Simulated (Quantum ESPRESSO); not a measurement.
A run of Quantum ESPRESSO 7.5 is set up as follows.

File pw.in:

```
&CONTROL
  calculation = 'scf'
  prefix = 'pwscf'
  outdir = './tmp'
  pseudo_dir = './pseudo'
  tprnfor = .true.
  tstress = .true.
  disk_io = 'low'
/
&SYSTEM
  ibrav = 0
  celldm(1) = 8
  nat = 2
  ntyp = 2
  ecutwfc = 45
  ecutrho = 360
  nbnd = 13
  occupations = 'smearing'
  smearing = 'fd'
  degauss = 0.00367493
/
&ELECTRONS
  conv_thr = 4d-10
  electron_maxstep = 120
  mixing_beta = 0.5
/
ATOMIC_SPECIES
Si    28.0850 si_pbesol_v1.uspp.F.UPF
Mg    24.3050 mg_pbesol_v1.4.uspp.F.UPF
CELL_PARAMETERS alat
  0.6870085153131   0.0000000000000   0.0000000000000
  0.0000000000000   0.6870085153131   0.0000000000000
  0.0000000000000   0.0000000000000   0.9692941502993
ATOMIC_POSITIONS crystal
Si     0.5000000000    0.5000000000    0.5000000000
Mg     0.0000000000    0.0000000000    0.0000000000
K_POINTS automatic
9 9 7 0 0 0
```

pp_density.in

```
&INPUTPP
  prefix = 'pwscf'
  outdir = './tmp'
  filplot = 'density.dat'
  plot_num = 0
/
&PLOT
  nfile = 1
  filepp(1) = 'density.dat'
  iflag = 3
  output_format = 6
  fileout = 'density.cube'
/
```

pp_potential.in

```
&INPUTPP
  prefix = 'pwscf'
  outdir = './tmp'
  filplot = 'potential.dat'
  plot_num = 11
/
&PLOT
  nfile = 1
  filepp(1) = 'potential.dat'
  iflag = 3
  output_format = 6
  fileout = 'potential.cube'
/
```

Potentials or basis: GBRV 1.5 PBEsol.

The run is started by

```sh
$ OMP_NUM_THREADS=1 mpirun -n 2 pw.x -nk 2 -in pw.in > pw.out
$ OMP_NUM_THREADS=1 mpirun -n 1 pp.x -in pp_density.in > pp_density.out
$ OMP_NUM_THREADS=1 mpirun -n 1 pp.x -in pp_potential.in > pp_potential.out
```

(1) Predict the pressure.

(2) Predict the band gap on the k mesh.

Results:

(1) -1.6 GPa.

(2) none (metal or under the smearing width).
